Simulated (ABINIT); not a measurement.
Runs of ABINIT 10.8.3 (patched build) on Zr. It takes space group P6_3/mmc (No. 194, hexagonal). Conventional cell: a = 3.232 Å, b = 3.232 Å, c = 5.147 Å, α = 90.00°, β = 90.00°, γ = 120.00°. Zr (site symmetry -6m2) is surrounded by 12 Zr at 3.18 to 3.23 Å. 

```csv
task,level,potentials or basis,spin,cell,k mesh,cutoff (eV),fine-grid cutoff,cell freedom (optcell),cutoff smearing ecutsm (Ha),optimiser (ionmov),force stop (Ha/bohr),mesh quality,gap on the mesh (eV),pressure (GPa),V0 of scaled cells (Å³/atom),B0 (GPa)
band structure,AM05,JTH PAW PBE v2.0,off,as given,9 × 9 × 5,463,925.187 eV,-,-,-,-,not flagged,none,-3.1,-,-
band structure,RPBE,JTH PAW PBE v2.0,"SOC, no magnetisation",as given,9 × 9 × 5,463,925.187 eV,-,-,-,-,not flagged,none,2.6,-,-
band structure,LDA,PseudoDojo NC SR LDA v0.4 stringent,off,as given,9 × 9 × 5,952,-,-,-,-,-,not flagged,none,(a),-,-
equation of state,HCTH407,JTH PAW PBE v2.0,off,as given,9 × 9 × 5,463,925.187 eV,-,-,-,-,not flagged,-,-,(b),97
equation of state,rPW86PBE,JTH PAW PBE v2.0,off,as given,9 × 9 × 5,463,925.187 eV,-,-,-,-,not flagged,-,-,24.19,93
single point,PBEsol,JTH PAW PBE v2.0,off,as given,7 × 7 × 4,463,925.187 eV,-,-,-,-,not flagged,none,-3.2,-,-
single point,PBEsol,JTH PAW PBE v2.0,off,as given,5 × 5 × 3,463,925.187 eV,-,-,-,-,coarse,none,-3.1,-,-
equation of state,PBEsol,JTH PAW PBE v2.0,off,as given,9 × 9 × 5,327,653.073 eV,-,-,-,-,not flagged,-,-,22.50,105
single point,PBEsol,JTH PAW PBE v2.0,off,as given,12 × 12 × 6,463,925.187 eV,-,-,-,-,not flagged,none,-3.3,-,-
band structure,PBEsol,PseudoDojo NC SR PBEsol v0.4 stringent,off,as given,9 × 9 × 5,898,-,-,-,-,-,not flagged,none,-3.2,-,-
band structure,RPBE,JTH PAW PBE v2.0,off,as given,9 × 9 × 5,463,925.187 eV,-,-,-,-,not flagged,none,2.6,-,-
relaxation of cell and atoms,LDA-PZ,JTH PAW LDA v2.0,off,relaxed,9 × 9 × 5,463,925.187 eV,2,0.5,22,5e-05,not flagged,none,0.0,-,-
```

Alike in all rows: smearing fermi-dirac 0.05 eV.

Q: Fill in the values left out.

A: (a) -6.0; (b) 23.03.

Caveats: some runs use coarse meshes; the PAW data sets were made with another functional, which shifts forces and pressure a little (some runs); pressures at fixed basis lie under the slope of the energies (some runs); the cell was scaled at fixed shape and fractional positions, which overstates the stiffness of a crystal with free parameters, most of all of layers and chains (some runs).

A k mesh can miss the band edges, and rows without SOC leave out spin-orbit coupling on Zr.

A gap of «none» marks a metal or a gap under the smearing width.

Runs at the PBE level aren't shown here.
